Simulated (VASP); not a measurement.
# ZnSe (F-43m) in VASP: band structure with HSE06

Aim: the band structure of ZnSe with HSE06.

Everything below comes from runs of VASP 6.6.1. Logs are shortened: lines on timing, memory, paths and dates and some standing lists are left out, and cuts for length are marked.

**Experimental background.**

“Alloy Disordering Effects on the Thermal Conductivity and Energy Gap Temperature Dependence of Cd1−xZnxSe Ternary Crystals Grown by the Bridgman Method”, 2023, pmc:10253836 reports, for a bulk crystal of ZnSe at 300 K: band gap 2.695 ± 0.003 eV (an exciton energy, a little under the gap).

The runs below are set against these values where they give the same quantity.

## 1. Starting point

The structure is cubic, space group F-43m (No. 216). The conventional cell has a = 5.640 Å, b = 5.640 Å, c = 5.640 Å, α = 90.00°, β = 90.00°, γ = 90.00°. Around Zn (site symmetry -43m) lie 4 Se at 2.44 Å. Around Se (site symmetry -43m) lie 4 Zn at 2.44 Å.

The cell is a database's computed one.

## 2. Band structure, HSE06

POSCAR

```
ZnSe
1.0
    0.0000000000      2.8202400000      2.8202400000
    2.8202400000      0.0000000000      2.8202400000
    2.8202400000      2.8202400000      0.0000000000
Zn Se
1 1
Direct
    0.0000000000      0.0000000000      0.0000000000
    0.2500000000      0.2500000000      0.2500000000
```

INCAR.step1

```
PREC = Accurate
ENCUT = 520
EDIFF = 1E-5
ISMEAR = 0
SIGMA = 0.02
LREAL = F
LASPH = T
NELM = 100
ALGO = Normal
ISIF = 2
LWAVE = T
LCHARG = F
GGA = PE
```

INCAR.step2

```
PREC = Accurate
ENCUT = 520
EDIFF = 1E-6
ISMEAR = 0
SIGMA = 0.02
LREAL = F
LASPH = T
NELM = 100
ALGO = Normal
ISIF = 2
LWAVE = F
LCHARG = F
GGA = PE
LHFCALC = T
HFSCREEN = 0.2
PRECFOCK = Fast
ISTART = 1
```

KPOINTS

```
Automatic mesh
0
Gamma
  6 6 6
```

KPOINTS_OPT

```
path GXWKGLUWLK,UX
12
line-mode
reciprocal
 0.0000000000  0.0000000000  0.0000000000  G
 0.5000000000  0.0000000000  0.5000000000  X

 0.5000000000  0.0000000000  0.5000000000  X
 0.5000000000  0.2500000000  0.7500000000  W

 0.5000000000  0.2500000000  0.7500000000  W
 0.3750000000  0.3750000000  0.7500000000  K

 0.3750000000  0.3750000000  0.7500000000  K
 0.0000000000  0.0000000000  0.0000000000  G

 0.0000000000  0.0000000000  0.0000000000  G
 0.5000000000  0.5000000000  0.5000000000  L

 0.5000000000  0.5000000000  0.5000000000  L
 0.6250000000  0.2500000000  0.6250000000  U

 0.6250000000  0.2500000000  0.6250000000  U
 0.5000000000  0.2500000000  0.7500000000  W

 0.5000000000  0.2500000000  0.7500000000  W
 0.5000000000  0.5000000000  0.5000000000  L

 0.5000000000  0.5000000000  0.5000000000  L
 0.3750000000  0.3750000000  0.7500000000  K

 0.6250000000  0.2500000000  0.6250000000  U
 0.5000000000  0.0000000000  0.5000000000  X
```

Potentials or basis: VASP PAW PBE potentials, release 64 (Zn, Se).

Started as:

```
> cat potpaw_PBE.64/Zn/POTCAR potpaw_PBE.64/Se/POTCAR > POTCAR
> cp INCAR.step1 INCAR
> mpirun -np 1 vasp_std > vasp.out
> cp INCAR.step2 INCAR
> mpirun -np 1 vasp_std > vasp.out
```

OUTCAR:

```text
PREC = Accurate
   ENCUT = 520
   EDIFF = 1E-6
   ISMEAR = 0
   LREAL = F
   LASPH = T
   NELM = 100
   ISIF = 2
   GGA = PE
   LHFCALC = T
   HFSCREEN = 0.2
   PRECFOCK = Fast
   ISTART = 1

 ion  position               nearest neighbor table
   1  0.000  0.000  0.000-   2 2.44   2 2.44   2 2.44   2 2.44
   2  0.250  0.250  0.250-   1 2.44   1 2.44   1 2.44   1 2.44

  LATTYP: Found a face centered cubic cell.
 ALAT       =     5.6404800000

  Lattice vectors:

 A1 = (   0.0000000000,   2.8202400000,   2.8202400000)
 A2 = (   2.8202400000,   0.0000000000,   2.8202400000)
 A3 = (   2.8202400000,   2.8202400000,   0.0000000000)

Analysis of symmetry for initial positions (statically):
=====================================================================
 Subroutine PRICEL returns:
 Original cell was already a primitive cell.

 Routine SETGRP: Setting up the symmetry group for a
 face centered cubic supercell.

 Subroutine GETGRP returns: Found 24 space group operations
 (whereof 24 operations were pure point group operations)
 out of a pool of 48 trial point group operations.

The static configuration has the point symmetry T_d .

Analysis of symmetry for dynamics (positions and initial velocities):
=====================================================================
 Subroutine PRICEL returns:
 Original cell was already a primitive cell.

 Routine SETGRP: Setting up the symmetry group for a
 face centered cubic supercell.

 Subroutine GETGRP returns: Found 24 space group operations
 (whereof 24 operations were pure point group operations)
 out of a pool of 48 trial point group operations.

The dynamic configuration has the point symmetry T_d .

 Subroutine INISYM returns: Found 24 space group operations
 (whereof 24 operations are pure point group operations),
 and found     1 'primitive' translations

----------------------------------------------------------------------------------------

                                     Primitive cell

  volume of cell :      44.8630

  direct lattice vectors                    reciprocal lattice vectors
     0.000000000  2.820240000  2.820240000    -0.177289876  0.177289876  0.177289876
     2.820240000  0.000000000  2.820240000     0.177289876 -0.177289876  0.177289876
     2.820240000  2.820240000  0.000000000     0.177289876  0.177289876 -0.177289876

  length of vectors
     3.988421657  3.988421657  3.988421657     0.307075073  0.307075073  0.307075073

  position of ions in fractional coordinates (direct lattice)
     0.000000000  0.000000000  0.000000000
     0.250000000  0.250000000  0.250000000

  ion indices of the primitive-cell ions
   primitive index   ion index
                 1           1
                 2           2

----------------------------------------------------------------------------------------

 KPOINTS: Automatic mesh

Automatic generation of k-mesh.
 Grid dimensions read from file:
 generate k-points for:    6    6    6

 Generating k-lattice:

  Cartesian coordinates                     Fractional coordinates (reciprocal lattice)
    -0.029548313  0.029548313  0.029548313     0.166666667  0.000000000  0.000000000
     0.029548313 -0.029548313  0.029548313     0.000000000  0.166666667  0.000000000
     0.029548313  0.029548313 -0.029548313     0.000000000  0.000000000  0.166666667

  Length of vectors
     0.051179179  0.051179179  0.051179179

  Shift w.r.t. Gamma in fractional coordinates (k-lattice)
     0.000000000  0.000000000  0.000000000

 Subroutine IBZKPT returns following result:
 ===========================================

 Found     16 irreducible k-points:

 Following reciprocal coordinates:
            Coordinates               Weight
  0.000000  0.000000  0.000000      1.000000
  0.166667  0.000000  0.000000      8.000000
  0.333333  0.000000  0.000000      8.000000
  0.500000  0.000000  0.000000      4.000000
  0.166667  0.166667  0.000000      6.000000
  0.333333  0.166667  0.000000     24.000000
[... 8 lines left out ...]
 -0.333333  0.333333  0.166667     24.000000
 -0.333333  0.500000  0.166667     12.000000
   k-points           NKPTS =     16   k-points in BZ     NKDIM =    216   number of bands    NBANDS=     13
   number of dos      NEDOS =    301   number of ions     NIONS =      2
   total plane-waves  NPLWV =  27000
   dimension x,y,z NGX =    30 NGY =   30 NGZ =   30
   dimension x,y,z NGXF=    60 NGYF=   60 NGZF=   60
   ions per type =               1   1
   NGX,Y,Z   is equivalent  to a cutoff of  12.50, 12.50, 12.50 a.u.
   NGXF,Y,Z  is equivalent  to a cutoff of  25.01, 25.01, 25.01 a.u.
 SYSTEM =  unknown system
   PREC   = accura    normal or accurate (medium, high low for compatibility)
   ISTART =      1    job   : 0-new  1-cont  2-samecut
   ICHARG =      0    charge: 1-file 2-atom 10-const
   ISPIN  =      1    spin polarized calculation?
   LNONCOLLINEAR =      F non collinear calculations
   LSORBIT =      F    spin-orbit coupling
   LASPH  =      T    aspherical Exc in radial PAW
   ENCUT  =  520.0 eV  38.22 Ry    6.18 a.u.   7.42  7.42  7.42*2*pi/ulx,y,z
   NELM   =    100;   NELMIN=  2; NELMDL=  0     # of ELM steps
   EDIFF  = 0.1E-05   stopping-criterion for ELM
   LREAL  =      F    real-space projection
   EDIFFG = 0.1E-04   stopping-criterion for IOM
   NSW    =      0    number of steps for IOM
   IBRION =     -1    ionic relax: 0-MD 1-quasi-New 2-CG
   NFREE  =      0    steps in history (QN), initial steepest desc. (CG)
   ISIF   =      2    stress and relaxation
   ISYM   =      3    0-nonsym 1-usesym 2-fastsym
   POTIM  = 0.5000    time-step for ionic-motion
   TEBEG  =    0.0;   TEEND  =   0.0 temperature during run
   PSTRESS=    0.0 pullay stress
   NELECT =      18.0000    total number of electrons
   NUPDOWN=      -1.0000    fix difference up-down
   EMIN   =  10.00;   EMAX   =-10.00  energy-range for DOS
   EFERMI =   0.00;   METHOD = LEGACY
   ISMEAR =     0;   SIGMA  =   0.02  broadening in eV -4-tet -1-fermi 0-gaus
   EFERMI_NEDOS =   21; number of points for ismear=-14 and -15
   IALGO  =     38    algorithm
   IMIX   =      1    mixing-type and parameters
     AMIX     =   0.40;   BMIX     =  1.00
     AMIX_MAG =   1.60;   BMIX_MAG =  1.00
  volume/ion in A,a.u.               =      22.43       151.38
  Fermi-wavevector in a.u.,A,eV,Ry     =   1.207451  2.281752 19.836457  1.457938
  Thomas-Fermi vector in A             =   2.343089
   LORBIT       =      0    0 simple, 1 ext, 2 COOP (PROOUT), +10 PAW based schemes
   GGA     = PE    functional components
   LHFCALC =     T    Hartree Fock is set to
   PRECFOCK=fast      Normal, Fast or Accurate (Low or Medium for compatibility)
   ENCUT4O =  -1.0   cutoff for four orbital integrals eV
   NKREDX  =     1    reduce k-point grid by
   NKREDY  =     1    reduce k-point grid by
   NKREDZ  =     1    reduce k-point grid by
   AEXX    =    0.2500 exact exchange contribution
   HFSCREEN=    0.2000 screening length (either q_TF or 0.3 A-1)
   HFSCREENC=   0.2000 screening length for correlation (either q_TF or 0.3 A-1)
   ENCUTFOCK=  -1.0 apply spherical cutoff to Coloumb kernel
   IVDW    =     0    specifies the selected vdW correction
   LEPSILON=     F    determine dielectric tensor
   LRPA    =     F    only Hartree local field effects (RPA)
 non-spin polarized calculation
 Gauss-broadening in eV      SIGMA  =   0.02
  energy-cutoff  :      520.00
  volume of cell :       44.86
 maximum number of plane-waves:      1243
 NGX is ok and might be reduce to    30
  NGX = 18; NGY = 18; NGZ = 18

 number of electron      18.0000001 magnetization

 Free energy of the ion-electron system (eV)
  ---------------------------------------------------
  ext. energy  EPLUGINS =         0.00000000
  ---------------------------------------------------
  free energy    TOTEN  =        -7.43818783 eV

  energy without entropy =       -7.43818783  energy(sigma->0) =       -7.43818783

 E-fermi :   1.2207     XC(G=0):  -7.7752

 val. band max:        1.0724198834   @ k =   0.0000   0.0000   0.0000
 cond. band min:       3.5607437057   @ k =   0.0000   0.0000   0.0000
 fundamental gap:      2.4883238223
 Fermi energy:         1.2207372235

 k-point     1 :       0.0000    0.0000    0.0000
  band No.  band energies     occupation
      1     -13.4088      2.00000
      2      -7.1545      2.00000
      3      -7.1545      2.00000
      4      -7.1545      2.00000
      5      -6.8128      2.00000
      6      -6.8128      2.00000
      7       1.0724      2.00000
      8       1.0724      2.00000
      9       1.0724      2.00000
     10       3.5607      0.00000
     11       8.0353      0.00000
     12       8.0353      0.00000
     13       8.0353      0.00000

 k-point     2 :       0.1667    0.0000    0.0000
  band No.  band energies     occupation
      1     -13.2121      2.00000
      2      -7.1294      2.00000
      3      -7.1294      2.00000
      4      -7.1151      2.00000
      5      -6.8145      2.00000
      6      -6.8145      2.00000
      7      -0.8975      2.00000
      8       0.8014      2.00000
      9       0.8014      2.00000
     10       4.7997      0.00000
     11       8.1153      0.00000
     12       8.4717      0.00000
     13       8.4717      0.00000

 k-point     3 :       0.3333    0.0000    0.0000
  band No.  band energies     occupation
      1     -12.7722      2.00000
      2      -7.0869      2.00000
      3      -7.0869      2.00000
      4      -6.9113      2.00000
      5      -6.8081      2.00000
      6      -6.8080      2.00000
      7      -3.3589      2.00000
      8       0.3386      2.00000
      9       0.3386      2.00000
     10       4.9248      0.00000
     11       8.7198      0.00000
     12       8.7198      0.00000
     13       9.9479      0.00000
[... 177 lines left out ...]
 k-point    15 :      -0.3333    0.3333    0.1667
  band No.  band energies     occupation
      1     -12.2996      2.00000
      2      -7.0302      2.00000
      3      -6.9979      2.00000
      4      -6.8493      2.00000
      5      -6.8130      2.00000
      6      -6.5139      2.00000
      7      -4.0129      2.00000
      8      -2.0190      2.00000
      9      -0.9598      2.00000
     10       7.0825      0.00000
     11       7.6904      0.00000
     12       9.5145      0.00000
     13      11.2601      0.00000

 k-point    16 :      -0.3333    0.5000    0.1667
  band No.  band energies     occupation
      1     -12.2212      2.00000
      2      -7.0195      2.00000
      3      -6.9640      2.00000
      4      -6.8817      2.00000
      5      -6.7977      2.00000
      6      -6.4872      2.00000
      7      -3.9912      2.00000
      8      -1.8203      2.00000
      9      -1.6686      2.00000
     10       6.4903      0.00000
     11       7.1087      0.00000
     12      10.6932      0.00000
     13      10.9755      0.00000

------------------------ aborting loop because EDIFF is reached ----------------------------------------

  FORCE on cell =-STRESS in cart. coord.  units (eV):
  Direction    XX          YY          ZZ          XY          YZ          ZX
  --------------------------------------------------------------------------------------
  -------------------------------------------------------------------------------------
  Total        0.5974088      0.5974088      0.5974088      0.0000000      0.0000000     -0.0000000
  in kB       21.3350675     21.3350675     21.3350675      0.0000000      0.0000000     -0.0000000
  external PRESSURE =      21.3350675 kB  Pullay stress =       0.0000000 kB

 VOLUME and BASIS-vectors are now :
 -----------------------------------------------------------------------------
  energy-cutoff  :      520.00
  volume of cell :       44.86
      direct lattice vectors                 reciprocal lattice vectors
     0.000000000  2.820240000  2.820240000    -0.177289876  0.177289876  0.177289876
     2.820240000  0.000000000  2.820240000     0.177289876 -0.177289876  0.177289876
     2.820240000  2.820240000  0.000000000     0.177289876  0.177289876 -0.177289876

 POSITION                                       TOTAL-FORCE (eV/Angst)
 -----------------------------------------------------------------------------------
      0.00000      0.00000      0.00000         0.000000      0.000000      0.000000
      1.41012      1.41012      1.41012        -0.000000     -0.000000     -0.000000
 -----------------------------------------------------------------------------------
    total drift:                                0.000091      0.000066      0.000049

  FREE ENERGIE OF THE ION-ELECTRON SYSTEM (eV)
  ---------------------------------------------------
  free  energy   TOTEN  =        -7.4381878346 eV

  energy  without entropy=       -7.4381878346  energy(sigma->0) =       -7.43818783
```

It took 84 min on 1 thread of Intel Xeon 6975P-C (Granite Rapids), shared host; peak memory 0.35 GiB.

What came out:

```yaml
Free_energy: -7.4382 eV
Pressure: 2.1 GPa
Band_gap_on_the_k_mesh: 2.49 eV, direct
Band_gap_along_the_path: 2.49 eV, direct
```

Levels at the corners of the path, in eV from the valence-band top:
```
point  band 5  band 6  band 7  band 8  band 9  band 10  band 11  band 12  band 13
    Γ   -7.89   -7.89    0.00    0.00    0.00     2.49     6.96     6.96     6.96
    X   -7.84   -7.65   -5.21   -2.37   -2.37     3.84     4.52    12.31    12.94
    X   -7.84   -7.65   -5.21   -2.37   -2.37     3.84     4.52    12.31    12.94
    W   -7.90   -7.53   -5.00   -3.07   -2.85     6.46     6.98     8.27     8.79
    W   -7.90   -7.53   -5.00   -3.07   -2.85     6.46     6.98     8.27     8.79
    K   -7.87   -7.57   -5.07   -3.38   -1.94     4.57     6.81    10.36    10.69
    K   -7.87   -7.57   -5.07   -3.38   -1.94     4.57     6.81    10.36    10.70
    Γ   -7.89   -7.89    0.00    0.00    0.00     2.49     6.96     6.96     6.96
    Γ   -7.89   -7.89    0.00    0.00    0.00     2.49     6.96     6.96     6.96
    L   -7.87   -7.69   -5.64   -0.94   -0.94     3.70     7.51     7.51     9.80
    L   -7.87   -7.69   -5.64   -0.94   -0.94     3.70     7.51     7.51     9.80
    U   -7.87   -7.57   -5.07   -3.38   -1.94     4.57     6.81    10.36    10.70
    U   -7.87   -7.57   -5.07   -3.38   -1.94     4.57     6.81    10.36    10.71
    W   -7.90   -7.53   -5.00   -3.07   -2.85     6.46     6.98     8.27     8.79
    W   -7.90   -7.53   -5.00   -3.07   -2.85     6.46     6.98     8.27     8.79
    L   -7.87   -7.69   -5.64   -0.94   -0.94     3.70     7.51     7.51     9.80
    L   -7.87   -7.69   -5.64   -0.94   -0.94     3.70     7.51     7.51     9.80
    K   -7.87   -7.57   -5.07   -3.38   -1.94     4.57     6.81    10.37    10.70
    U   -7.87   -7.57   -5.07   -3.38   -1.94     4.57     6.81    10.36    10.69
    X   -7.84   -7.65   -5.21   -2.37   -2.37     3.84     4.52    12.32    12.94
```

Caveat: the PAW data sets were made with another functional, which shifts forces and pressure a little.

## 3. Against experiment

Step 2. A measured gap of ZnSe is 2.695 eV (an exciton energy, a little under the gap; 300 K; “Alloy Disordering Effects on the Thermal Conductivity and Energy Gap Temperature Dependence of Cd1−xZnxSe Ternary Crystals Grown by the Bridgman Method”, 2023, pmc:10253836); the calculated 2.49 eV misses it by -0.21 eV. Spin-orbit coupling on Se is left out. The value is that of HSE06, without temperature or zero-point motion. The cell is a database's relaxed one, not the measured one, which moves gaps too.
